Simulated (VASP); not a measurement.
# BN (P6_3/mmc) in VASP: a series of runs

One crystal, BN, is run at these levels: PBE; tasks: dielectric tensor.

Program: VASP 6.6.1. These are calculated values, not measurements. Logs are shortened: lines on timing, memory, paths and dates and some standing lists are left out, and cuts for length are marked.

**1. Starting point**

Symmetry: P6_3/mmc, No. 194, hexagonal system. The conventional cell has a = 2.498 Å, b = 2.498 Å, c = 6.636 Å, α = 90.00°, β = 90.00°, γ = 120.00°. Around N (site symmetry -6m2) lie 3 B at 1.44 Å. B (site symmetry -6m2) is surrounded by 3 N at 1.44 Å.

**2. Dielectric tensor, PBE**

File INCAR:

```
SYSTEM = BN
  PREC = Accurate
  ENCUT = 400
  EDIFF = 1E-8
  ISMEAR = 0
  SIGMA = 0.01
  LREAL = .FALSE.
  LASPH = .TRUE.
  NELM = 100
  ALGO = Normal
  ISIF = 2
  LWAVE = .FALSE.
  LCHARG = .FALSE.
  GGA = PE
  LEPSILON = .TRUE.
```

File KPOINTS:

```
Automatic mesh
0
G
  8 8 3
  0 0 0
```

File POSCAR:

```
BN
1.0
    2.4982400000      0.0000000000      0.0000000000
   -1.2491200000      2.1635393048      0.0000000000
    0.0000000000      0.0000000000      6.6357000000
N B
2 2
Direct
    0.6666666667      0.3333333333      0.2500000000
    0.3333333333      0.6666666667      0.7500000000
    0.6666666667      0.3333333333      0.7500000000
    0.3333333333      0.6666666667      0.2500000000
```

Potentials or basis: VASP PAW PBE potentials, release 64 (N, B).

The run is started by

```sh
cat potpaw_PBE.64/N/POTCAR potpaw_PBE.64/B/POTCAR > POTCAR
mpirun -np 1 vasp_std > vasp.out
```

OUTCAR:

```text
SYSTEM = BN
   PREC = Accurate
   ENCUT = 400
   EDIFF = 1E-8
   ISMEAR = 0
   LREAL = .FALSE.
   LASPH = .TRUE.
   NELM = 100
   ISIF = 2
   GGA = PE
   LEPSILON = .TRUE.

 Found     20 irreducible k-points:

 Following reciprocal coordinates:
            Coordinates               Weight
  0.000000  0.000000  0.000000      1.000000
  0.125000  0.000000  0.000000      6.000000
  0.250000  0.000000  0.000000      6.000000
  0.375000  0.000000  0.000000      6.000000
  0.500000  0.000000  0.000000      3.000000
  0.125000  0.125000  0.000000      6.000000
   k-points           NKPTS =     20   k-points in BZ     NKDIM =     20   number of bands    NBANDS=     12
   number of dos      NEDOS =    301   number of ions     NIONS =      4
   total plane-waves  NPLWV =  12288
   dimension x,y,z NGX =    16 NGY =   16 NGZ =   48
   dimension x,y,z NGXF=    32 NGYF=   32 NGZF=   96
   ions per type =               2   2
   NGX,Y,Z   is equivalent  to a cutoff of  10.65, 10.65, 12.03 a.u.
   NGXF,Y,Z  is equivalent  to a cutoff of  21.29, 21.29, 24.05 a.u.
 SYSTEM =  BN
   PREC   = accura    normal or accurate (medium, high low for compatibility)
   ISTART =      0    job   : 0-new  1-cont  2-samecut
   ICHARG =      2    charge: 1-file 2-atom 10-const
   ISPIN  =      1    spin polarized calculation?
   LNONCOLLINEAR =      F non collinear calculations
   LSORBIT =      F    spin-orbit coupling
   LASPH  =      T    aspherical Exc in radial PAW
   ENCUT  =  400.0 eV  29.40 Ry    5.42 a.u.   4.07  4.07 10.82*2*pi/ulx,y,z
   NELM   =    100;   NELMIN=  2; NELMDL= -5     # of ELM steps
   EDIFF  = 0.1E-07   stopping-criterion for ELM
   LREAL  =      F    real-space projection
   EDIFFG = 0.1E-06   stopping-criterion for IOM
   NSW    =      0    number of steps for IOM
   IBRION =     -1    ionic relax: 0-MD 1-quasi-New 2-CG
   NFREE  =      0    steps in history (QN), initial steepest desc. (CG)
   ISIF   =      2    stress and relaxation
   ISYM   =      2    0-nonsym 1-usesym 2-fastsym
   POTIM  = 0.5000    time-step for ionic-motion
   TEBEG  =    0.0;   TEEND  =   0.0 temperature during run
   PSTRESS=    0.0 pullay stress
   NELECT =      16.0000    total number of electrons
   NUPDOWN=      -1.0000    fix difference up-down
   EMIN   =  10.00;   EMAX   =-10.00  energy-range for DOS
   EFERMI =   0.00;   METHOD = LEGACY
   ISMEAR =     0;   SIGMA  =   0.01  broadening in eV -4-tet -1-fermi 0-gaus
   EFERMI_NEDOS =   21; number of points for ismear=-14 and -15
   IALGO  =     38    algorithm
   IMIX   =      4    mixing-type and parameters
     AMIX     =   0.40;   BMIX     =  1.00
     AMIX_MAG =   1.60;   BMIX_MAG =  1.00
  volume/ion in A,a.u.               =       8.97        60.51
  Fermi-wavevector in a.u.,A,eV,Ry     =   1.250891  2.363842 21.289433  1.564729
  Thomas-Fermi vector in A             =   2.384864
   LORBIT       =      0    0 simple, 1 ext, 2 COOP (PROOUT), +10 PAW based schemes
   GGA     = PE    functional components
   LHFCALC =     F    Hartree Fock is set to
   AEXX    =    0.0000 exact exchange contribution
   IVDW    =     0    specifies the selected vdW correction
   LEPSILON=     T    determine dielectric tensor
   LRPA    =     F    only Hartree local field effects (RPA)
 non-spin polarized calculation
 Gauss-broadening in eV      SIGMA  =   0.01
  energy-cutoff  :      400.00
  volume of cell :       35.87
 maximum number of plane-waves:       664
   NGX =  9   NGY =  9   NGZ = 21

--------------------------------------- Ionic step        1  -------------------------------------------

 number of electron      16.0000004 magnetization

 E-fermi :   2.3747     XC(G=0): -10.0905

 val. band max:        2.3273827190   @ k =   0.3750   0.2500   0.0000
 cond. band min:       6.5986261617   @ k =   0.5000   0.0000   0.0000
 fundamental gap:      4.2712434428
 Fermi energy:         2.3747139027

 k-point     1 :       0.0000    0.0000    0.0000
  band No.  band energies     occupation
      1     -15.5385      2.00000
      2     -15.2440      2.00000
      3      -3.9441      2.00000
      4      -1.8131      2.00000
      5       0.9967      2.00000
      6       0.9967      2.00000
      7       1.0342      2.00000
      8       1.0342      2.00000
      9       7.5723      0.00000
     10      12.6743      0.00000
     11      13.9236      0.00000
     12      13.9248      0.00000

 k-point     2 :       0.1250    0.0000    0.0000
  band No.  band energies     occupation
      1     -15.2327      2.00000
      2     -14.9486      2.00000
      3      -3.5234      2.00000
      4      -1.4364      2.00000
      5      -0.2018      2.00000
      6      -0.1650      2.00000
      7       0.4423      2.00000
      8       0.4888      2.00000
      9       8.1065      0.00000
     10      12.4396      0.00000
     11      13.5783      0.00000
     12      13.9237      0.00000

 k-point     3 :       0.2500    0.0000    0.0000
  band No.  band energies     occupation
      1     -14.3575      2.00000
      2     -14.1060      2.00000
      3      -2.8031      2.00000
      4      -2.7426      2.00000
      5      -2.2996      2.00000
      6      -0.6460      2.00000
      7      -0.5908      2.00000
      8      -0.3643      2.00000
      9       9.4133      0.00000
     10      11.1614      0.00000
     11      11.6885      0.00000
     12      12.9561      0.00000

 k-point     4 :       0.3750    0.0000    0.0000
  band No.  band energies     occupation
      1     -13.1162      2.00000
      2     -12.9340      2.00000
      3      -5.3932      2.00000
      4      -5.3088      2.00000
      5      -1.5220      2.00000
      6      -1.4598      2.00000
      7      -0.4724      2.00000
      8       1.1056      2.00000
      9       8.2482      0.00000
     10       9.3107      0.00000
     11      11.0767      0.00000
     12      12.5015      0.00000

 k-point     5 :       0.5000    0.0000    0.0000
  band No.  band energies     occupation
      1     -12.3209      2.00000
      2     -12.2500      2.00000
      3      -6.6235      2.00000
      4      -6.5602      2.00000
      5      -1.8442      2.00000
      6      -1.7777      2.00000
      7       0.8620      2.00000
      8       1.8738      2.00000
      9       6.5986      0.00000
     10       7.9778      0.00000
     11      11.9055      0.00000
     12      12.3403      0.00000

 k-point     6 :       0.1250    0.1250    0.0000
  band No.  band energies     occupation
      1     -14.6404      2.00000
      2     -14.3776      2.00000
      3      -2.6993      2.00000
      4      -1.8340      2.00000
      5      -1.8167      2.00000
      6      -0.7083      2.00000
      7      -0.6328      2.00000
      8      -0.5801      2.00000
      9       9.0594      0.00000
     10      11.7420      0.00000
     11      12.4821      0.00000
     12      14.0863      0.00000

 [... further k-points ...]

  FORCE on cell =-STRESS in cart. coord.  units (eV):
  Direction    XX          YY          ZZ          XY          YZ          ZX
  --------------------------------------------------------------------------------------
  -------------------------------------------------------------------------------------
  Total        0.5320018      0.5320018     -0.4051904      0.0000000     -0.0000000      0.0000000
  in kB       23.7650086     23.7650086    -18.1002269      0.0000000     -0.0000000      0.0000000
  external PRESSURE =       9.8099301 kB  Pullay stress =       0.0000000 kB

 VOLUME and BASIS-vectors are now :
 -----------------------------------------------------------------------------
  energy-cutoff  :      400.00
  volume of cell :       35.87
      direct lattice vectors                 reciprocal lattice vectors
     2.498240000  0.000000000  0.000000000     0.400281798  0.231102804  0.000000000
    -1.249120000  2.163539305  0.000000000     0.000000000  0.462205608  0.000000000
     0.000000000  0.000000000  6.635700000     0.000000000  0.000000000  0.150700002

 POSITION                                       TOTAL-FORCE (eV/Angst)
 -----------------------------------------------------------------------------------
      1.24912      0.72118      1.65892        -0.000000      0.000000      0.000000
     -0.00000      1.44236      4.97677         0.000000      0.000000      0.000000
      1.24912      0.72118      4.97677         0.000000     -0.000000      0.000000
     -0.00000      1.44236      1.65892        -0.000000      0.000000      0.000000
 -----------------------------------------------------------------------------------
    total drift:                                0.000000     -0.000000      0.000000

  FREE ENERGIE OF THE ION-ELECTRON SYSTEM (eV)
  ---------------------------------------------------
  free  energy   TOTEN  =       -35.1335650645 eV

  energy  without entropy=      -35.1335650645  energy(sigma->0) =      -35.13356506

 HEAD OF MICROSCOPIC STATIC DIELECTRIC TENSOR (INDEPENDENT PARTICLE, excluding Hartree and local field effects)
 ------------------------------------------------------
           4.841552     0.000000     0.000000
           0.000000     4.841552     0.000000
           0.000000     0.000000     3.015779
 ------------------------------------------------------

 Free energy of the ion-electron system (eV)
  ---------------------------------------------------
  ---------------------------------------------------
  free energy    TOTEN  =        -0.39688453 eV

  energy without entropy =       -0.39688453

------------------------ aborting loop because EDIFF is reached ----------------------------------------

--------------------------------------- Ionic step        2  -------------------------------------------

------------------------ aborting loop because EDIFF is reached ----------------------------------------

--------------------------------------- Ionic step        3  -------------------------------------------

 Free energy of the ion-electron system (eV)
  ---------------------------------------------------
  ---------------------------------------------------
  free energy    TOTEN  =        -0.18695987 eV

  energy without entropy =       -0.18695987

------------------------ aborting loop because EDIFF is reached ----------------------------------------

 PIEZOELECTRIC TENSOR FIELD DIRECTION 3  (e Angst)
 -----------------------------------------------------------------------------
    -0.00029  0.00000  0.00000           ( -0.00000  0.00000  0.00000)
     0.00000 -0.00029  0.00000           (  0.00000 -0.00000  0.00000)
     0.00000  0.00000  0.00025           (  0.00000  0.00000 -0.00001)

 PIEZOELECTRIC TENSOR FIELD DIRECTION 3  (C/m^2)
 -----------------------------------------------------------------------------
    -0.00013  0.00000  0.00000
     0.00000 -0.00013  0.00000
     0.00000  0.00000  0.00011

 MACROSCOPIC STATIC DIELECTRIC TENSOR (including local field effects in DFT)
 ------------------------------------------------------
           4.752961     0.000000     0.000000
           0.000000     4.752961     0.000000
           0.000000     0.000000     2.692687
 ------------------------------------------------------

 PIEZOELECTRIC TENSOR (including local field effects)  for field in x, y, z        (e  Angst)
          XX          YY          ZZ          XY          YZ          ZX
  --------------------------------------------------------------------------------
  x     0.00000     0.00000     0.00000     0.00000     0.00000     0.00000
  y     0.00000     0.00000     0.00000     0.00000     0.00000     0.00000
  z     0.00000     0.00000     0.00000     0.00000     0.00000     0.00000

 PIEZOELECTRIC TENSOR (including local field effects)  for field in x, y, z        (C/m^2)
          XX          YY          ZZ          XY          YZ          ZX
  --------------------------------------------------------------------------------
  x     0.00000     0.00000     0.00000     0.00000     0.00000     0.00000
  y     0.00000     0.00000     0.00000     0.00000     0.00000     0.00000
  z     0.00000     0.00000     0.00000     0.00000     0.00000     0.00000

 BORN EFFECTIVE CHARGES (including local field effects) (in |e|, cummulative output)
 ---------------------------------------------------------------------------------
 ion    1
    1    -2.70487     0.00000     0.00000
    2     0.00000    -2.70487     0.00000
    3     0.00000     0.00000    -0.74199
 ion    2
    1    -2.70487     0.00000     0.00000
    2     0.00000    -2.70487     0.00000
    3     0.00000     0.00000    -0.74199
 ion    3
    1     2.70487     0.00000     0.00000
    2     0.00000     2.70487     0.00000
    3     0.00000     0.00000     0.74199
 ion    4
    1     2.70487     0.00000     0.00000
    2     0.00000     2.70487     0.00000
    3    -0.00000     0.00000     0.74199
```

Run time: 44 s. Hardware: 1 thread of Intel Xeon Platinum 8259CL at 2.50GHz (Skylake/Cascade Lake), shared host; peak memory 0.16 GiB.

These settings aren't checked as converged: the numbers below hold their error.

Results:

```
Band gap on the k mesh                  : 4.27 eV, indirect (least direct gap 4.69 eV)
Electronic dielectric tensor (diagonal) : 4.75, 4.75, 2.69
Born charges (mean of the diagonal)     : N -2.05; B +2.05 e
```

Caveat: the cutoff is under 1.25 times the usual one of these potentials, so pressure, stress and relaxed cells hold a basis-set (Pulay) error; an odd mesh through Γ misses points on the zone boundary, where band edges often lie; this functional lacks dispersion, which binds the layers, so the pressure and a relaxed spacing across them are unreliable.

**3. Dielectric tensor, PBE**

Changes to INCAR since step 2:

```diff
@@ -2,3 +2,3 @@
   PREC = Accurate
-  ENCUT = 400
+  ENCUT = 460
   EDIFF = 1E-8
```

KPOINTS is that of step 2.

POSCAR is that of step 2.

Potentials or basis: VASP PAW PBE potentials, release 64 (N, B).

The run is started by

```sh
cat potpaw_PBE.64/N/POTCAR potpaw_PBE.64/B/POTCAR > POTCAR
mpirun -np 1 vasp_std > vasp.out
```

OUTCAR:

```text
SYSTEM = BN
   PREC = Accurate
   ENCUT = 460
   EDIFF = 1E-8
   ISMEAR = 0
   LREAL = .FALSE.
   LASPH = .TRUE.
   NELM = 100
   ISIF = 2
   GGA = PE
   LEPSILON = .TRUE.

 Found     20 irreducible k-points:

 Following reciprocal coordinates:
            Coordinates               Weight
  0.000000  0.000000  0.000000      1.000000
  0.125000  0.000000  0.000000      6.000000
  0.250000  0.000000  0.000000      6.000000
  0.375000  0.000000  0.000000      6.000000
  0.500000  0.000000  0.000000      3.000000
  0.125000  0.125000  0.000000      6.000000
   k-points           NKPTS =     20   k-points in BZ     NKDIM =     20   number of bands    NBANDS=     12
   number of dos      NEDOS =    301   number of ions     NIONS =      4
   total plane-waves  NPLWV =  15552
   dimension x,y,z NGX =    18 NGY =   18 NGZ =   48
   dimension x,y,z NGXF=    36 NGYF=   36 NGZF=   96
   ions per type =               2   2
   NGX,Y,Z   is equivalent  to a cutoff of  11.98, 11.98, 12.03 a.u.
   NGXF,Y,Z  is equivalent  to a cutoff of  23.96, 23.96, 24.05 a.u.
 SYSTEM =  BN
   PREC   = accura    normal or accurate (medium, high low for compatibility)
   ISTART =      0    job   : 0-new  1-cont  2-samecut
   ICHARG =      2    charge: 1-file 2-atom 10-const
[... 208 lines left out ...]

  energy without entropy =       -0.18690153

------------------------ aborting loop because EDIFF is reached ----------------------------------------

 PIEZOELECTRIC TENSOR FIELD DIRECTION 3  (e Angst)
 -----------------------------------------------------------------------------
    -0.00029  0.00000  0.00000           ( -0.00000  0.00000  0.00000)
    -0.00000 -0.00029  0.00000           ( -0.00000 -0.00000  0.00000)
     0.00000  0.00000  0.00024           (  0.00000  0.00000 -0.00001)

 PIEZOELECTRIC TENSOR FIELD DIRECTION 3  (C/m^2)
 -----------------------------------------------------------------------------
    -0.00013  0.00000  0.00000
    -0.00000 -0.00013  0.00000
     0.00000  0.00000  0.00011

 MACROSCOPIC STATIC DIELECTRIC TENSOR (including local field effects in DFT)
 ------------------------------------------------------
           4.750783     0.000000     0.000000
           0.000000     4.750783     0.000000
           0.000000     0.000000     2.691295
 ------------------------------------------------------

 PIEZOELECTRIC TENSOR (including local field effects)  for field in x, y, z        (e  Angst)
          XX          YY          ZZ          XY          YZ          ZX
  --------------------------------------------------------------------------------
  x     0.00000     0.00000     0.00000     0.00000     0.00000     0.00000
  y     0.00000     0.00000     0.00000     0.00000     0.00000     0.00000
  z     0.00000     0.00000     0.00000     0.00000     0.00000     0.00000

 PIEZOELECTRIC TENSOR (including local field effects)  for field in x, y, z        (C/m^2)
          XX          YY          ZZ          XY          YZ          ZX
  --------------------------------------------------------------------------------
  x     0.00000     0.00000     0.00000     0.00000     0.00000     0.00000
  y     0.00000     0.00000     0.00000     0.00000     0.00000     0.00000
  z     0.00000     0.00000     0.00000     0.00000     0.00000     0.00000

 BORN EFFECTIVE CHARGES (including local field effects) (in |e|, cummulative output)
 ---------------------------------------------------------------------------------
 ion    1
    1    -2.70858     0.00000     0.00000
    2     0.00000    -2.70858     0.00000
    3     0.00000    -0.00000    -0.74538
 ion    2
    1    -2.70858     0.00000     0.00000
    2     0.00000    -2.70858     0.00000
    3     0.00000     0.00000    -0.74538
 ion    3
    1     2.70858     0.00000     0.00000
    2     0.00000     2.70858     0.00000
    3    -0.00000     0.00000     0.74538
 ion    4
    1     2.70858     0.00000     0.00000
    2     0.00000     2.70858     0.00000
    3    -0.00000     0.00000     0.74538
```

OSZICAR:

```text
[... 13 lines left out ...]
RMM:   3    -0.176456077299E+00    0.23130E-01   -0.21083E-02   702   0.100E+00    0.343E-01
RMM:   4    -0.180763042552E+00   -0.43070E-02   -0.20614E-02   758   0.972E-01    0.108E-01
RMM:   5    -0.186414576433E+00   -0.56515E-02   -0.50823E-04   784   0.183E-01    0.116E-02
RMM:   6    -0.186612543912E+00   -0.19797E-03   -0.13917E-05   799   0.209E-02    0.557E-03
RMM:   7    -0.186886209290E+00   -0.27367E-03   -0.25915E-06   813   0.131E-02    0.101E-03
RMM:   8    -0.186907390451E+00   -0.21181E-04   -0.44335E-07   795   0.275E-03    0.328E-04
RMM:   9    -0.186902513087E+00    0.48774E-05   -0.34257E-07   825   0.119E-03    0.343E-05
RMM:  10    -0.186901104227E+00    0.14089E-05   -0.32113E-07   719   0.451E-04    0.139E-05
RMM:  11    -0.186901526950E+00   -0.42272E-06   -0.35898E-07   537   0.382E-04    0.270E-06
```

It took 69 s on 1 thread of Intel Xeon Platinum 8259CL at 2.50GHz (Skylake/Cascade Lake), shared host; peak memory 0.17 GiB.

These settings aren't checked as converged: the numbers below hold their error.

What came out:

```yaml
Band_gap_on_the_k_mesh: 4.27 eV, indirect (least direct gap 4.69 eV)
Electronic_dielectric_tensor_diagonal: 4.75, 4.75, 2.69
Born_charges_mean_of_the_diagonal: N -2.05; B +2.05 e
```

Caveat: the cutoff is under 1.25 times the usual one of these potentials, so pressure, stress and relaxed cells hold a basis-set (Pulay) error; an odd mesh through Γ misses points on the zone boundary, where band edges often lie; this functional lacks dispersion, which binds the layers, so the pressure and a relaxed spacing across them are unreliable.

[end of part 1 of 2]
